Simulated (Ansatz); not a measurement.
# CoNi3W8: the cost of one run

Method: DFT PBE, scalar-relativistic, plane waves, PAW, in Ansatz 0.2.0.

## 1. The structure to begin with

The cell holds 24 atoms (Co2Ni6W16): a = 7.073 Å, b = 7.119 Å, c = 7.344 Å, α = 87.65°, β = 89.20°, γ = 88.15°.

It is the last frame of an earlier stage of the same melt, run at 4410 K.

Its coordinates follow in the input file.

## 2. Dynamics at 3180 K

One k point, a Fermi-Dirac width of 0.274 eV and a fixed cell.

input.yaml reads:

```yaml
crystal:
  lattice:
    - [7.072276, 0.113983, 0.049257]
    - [0.113983, 7.11699, 0.147766]
    - [0.049257, 0.147766, 7.34198]
  atoms:
    - { symbol: W, position: [0.0017826426, 0.0179642841, 0.3840445113] }
    - { symbol: W, position: [0.7742887904, 0.6804988216, 0.5822734065] }
    - { symbol: W, position: [0.7218009762, 0.8649157247, 0.1749573954] }
    - { symbol: W, position: [0.1550890341, 0.5934105754, 0.5122259678] }
    - { symbol: W, position: [0.6498048043, 0.0819680178, 0.771196309] }
    - { symbol: W, position: [0.307546357, 0.5454647722, 0.8286238179] }
    - { symbol: W, position: [0.9028779894, 0.4721943489, 0.2711352332] }
    - { symbol: W, position: [0.9144339991, 0.5689035016, 0.8862251619] }
    - { symbol: W, position: [0.5468230955, 0.4422390866, 0.4926734558] }
    - { symbol: W, position: [0.3233703961, 0.9576901629, 0.2933763152] }
    - { symbol: W, position: [0.1242273053, 0.7280180081, 0.1556989132] }
    - { symbol: W, position: [0.9511056612, 0.290560712, 0.7458764286] }
    - { symbol: W, position: [0.9691267505, 0.1545087701, 0.0934211337] }
    - { symbol: W, position: [0.0714744545, 0.8857930383, 0.7543246874] }
    - { symbol: W, position: [0.2525100003, 0.192801851, 0.5970363209] }
    - { symbol: W, position: [0.5089518697, 0.5190145573, 0.1763792296] }
    - { symbol: Ni, position: [0.3525695066, 0.9162778726, 0.9877041622] }
    - { symbol: Ni, position: [0.7577939976, 0.2102978219, 0.4872509976] }
    - { symbol: Ni, position: [0.2396843616, 0.3813857289, 0.2273878335] }
    - { symbol: Ni, position: [0.3134675289, 0.2213774884, 0.9796035336] }
    - { symbol: Ni, position: [0.468016462, 0.8105020506, 0.5917135754] }
    - { symbol: Ni, position: [0.5681197197, 0.7273045717, 0.8787624114] }
    - { symbol: Co, position: [0.6092784415, 0.1749472902, 0.2470433525] }
    - { symbol: Co, position: [0.6640169378, 0.4026828444, 0.9330501966] }
  symmetry: { detect: false }
basis:
  ecutwfc: 420
  xc_grid: 1
kpoints:
  mp_grid: { grid: [1, 1, 1], shift: [0.25, 0.25, 0.25] }
hamiltonian:
  xc: pbe
scf:
  occupations: { method: fermi_dirac, width: 0.274 }
  lower_state_search: "off"
  convergence: { dr2_threshold: 1.0e-05 }
output:
  forces: true
  stress: true
md:
  timestep: 3.0
  n_steps: 44
  ensemble: nvt_langevin
  friction: 0.03
  temperature: 3180.0
  initial_velocities: maxwell_boltzmann
  seed: 58908
```

The run is started by

```bash
$ ansatz run input.yaml --threads 2 --pin off --max-ram 5120MiB --backend cpu --events-out ev --progress --plain --runs-dir out
```

**Question.** How long does this run take on 2 threads of Arm Neoverse V2, shared host, and how much memory does it need?

About 3.9 min, with a peak of 0.81 GiB.
